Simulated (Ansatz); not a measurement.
# How Sr stores the work of compression

All numbers below come from DFT PBEsol, scalar-relativistic, plane waves, PAW (Ansatz 0.2.0). (420 eV cutoff, 12×12×12 k-mesh, Gaussian smearing of 0.10 eV, no spin polarisation)

The relaxed crystal:

```
Sr
1.0
    -2.33495    2.33495    2.33495
     2.33495   -2.33495    2.33495
     2.33495    2.33495   -2.33495
Sr
1
Direct
  0.00000 0.00000 0.00000
```

Cell and atoms were relaxed at each target pressure within the start's symmetry (Im-3m), at zero temperature; other phases can be more stable under pressure. H = E + PV with P the target; E is the free energy at the smearing used, whose derivative the pressure is, per atom and counted from zero pressure. The mesh named is that at zero pressure; some other pressures ran on another.

| P (GPa) | V (Å³/atom) | E − E0 (meV) | H − H0 (meV) |
| --- | --- | --- | --- |
| 0 | 50.921 | 0.0 | 0.0 |
| 2 | 44.844 | 34.5 | 594.3 |
| 5 | 39.230 | 153.2 | 1377.4 |
| 10 | 33.665 | 407.8 | 2509.0 |
| 20 | 27.425 | 971.6 | 4395.0 |
| 40 | 21.131 | 2104.0 | 7379.5 |

Question: Thermodynamics gives dH/dP = V along a relaxed path. Integrate V over P by the trapezoid rule and compare with the computed enthalpies.

Answer: With 1 eV/Å³ = 160.22 GPa, each step adds the mean volume times ΔP / 160.22:
```csv
P (GPa),∫V dP (meV),H − H0 (meV),difference (meV)
2,597.7,594.3,3.4
5,1384.8,1377.4,7.4
10,2522.3,2509.0,13.2
20,4428.7,4395.0,33.7
40,7459.3,7379.5,79.8
```

V(P) curves upward, so the trapezoid rule runs high; integrating a smooth curve through the same points (P as a polynomial of degree 4 in ln V) puts that excess at about 82.9 meV at 40 GPa, against the 79.8 meV found. What is left comes from the shape of V(P) between points this far apart, and from the mesh, the smearing and the stress tolerance.

Question: At 40 GPa, how much of the enthalpy change is stored energy and how much is the PV term?

Answer: E rises by 2104 meV/atom and PV is 40 × 21.131 / 160.22 = 5276 meV/atom, so PV makes 71 % of ΔH. So between rival structures at high pressure a small difference in volume can outweigh the difference in energy: 1 % of this volume is worth 52.8 meV/atom at this pressure.

Question: What bulk modulus do the lowest pressures give?

Answer: From the pressures that the runs reached, -1.99 GPa (65.687 Å³) and 1.99 GPa (44.844 Å³), B = −ΔP/Δln V = 3.98 / 0.3817 = 10 GPa, a mean over that range.

This bcc form isn't the element's structure at ambient conditions.